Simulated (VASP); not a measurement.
Input of a VASP 6.6.1 run:

Contents of INCAR:

```
SYSTEM = AlP
PREC     = Accurate       ! precision mode
ENCUT    = 500            ! plane-wave cutoff, eV
EDIFF    = 1E-6           ! SCF threshold, eV
ISMEAR   = 0              ! smearing method
SIGMA    = 0.02           ! smearing width, eV
LREAL    = .False.        ! projectors in reciprocal space
LASPH    = .True.         ! aspherical terms in the spheres
NELM     = 120            ! most SCF steps
ALGO     = Normal         ! electronic algorithm
ISIF     = 2              ! what is computed and relaxed
LWAVE    = .False.        ! write WAVECAR
LCHARG   = .False.        ! write CHGCAR
GGA      = PE             ! functional
NBANDS   = 11             ! bands
GGA_COMPAT= .False.
```

File KPOINTS:

```
Automatic mesh
0
Gamma
  8 8 8
  0 0 0
```

Contents of POSCAR:

```
AlP
1.0
    0.0000000000      2.7534005803      2.7534005803
    2.7534005803      0.0000000000      2.7534005803
    2.7534005803      2.7534005803      0.0000000000
Al P
1 1
Direct
    0.0000000000      0.0000000000      0.0000000000
    0.2500000000      0.2500000000      0.2500000000
```

Potentials or basis: VASP PAW PBE potentials, release 64 (Al, P).

Run with:

```console
$ cat potpaw_PBE.64/Al/POTCAR potpaw_PBE.64/P/POTCAR > POTCAR
$ mpirun -np 1 vasp_std > vasp.out
```

(1) What does it give for the band gap on the k mesh?

(2) Predict the pressure.

Results:

(1) 1.63 eV, indirect (least direct gap 3.09 eV).

(2) 0.0 GPa.

**The experiment to reproduce.**

From a printed reference work, data compilation, for a bulk crystal of AlP at 4.2 K: band gap 2.505 eV (indirect).

Measured gap of AlP: 2.505 eV (indirect; 4.2 K; a printed reference work, data compilation). This calculation gives 1.63 eV (-0.88 eV). The value is that of PBE on a finite k mesh, which can miss the band edges, without temperature or zero-point motion. Semilocal functionals fall short of measured gaps as a rule.
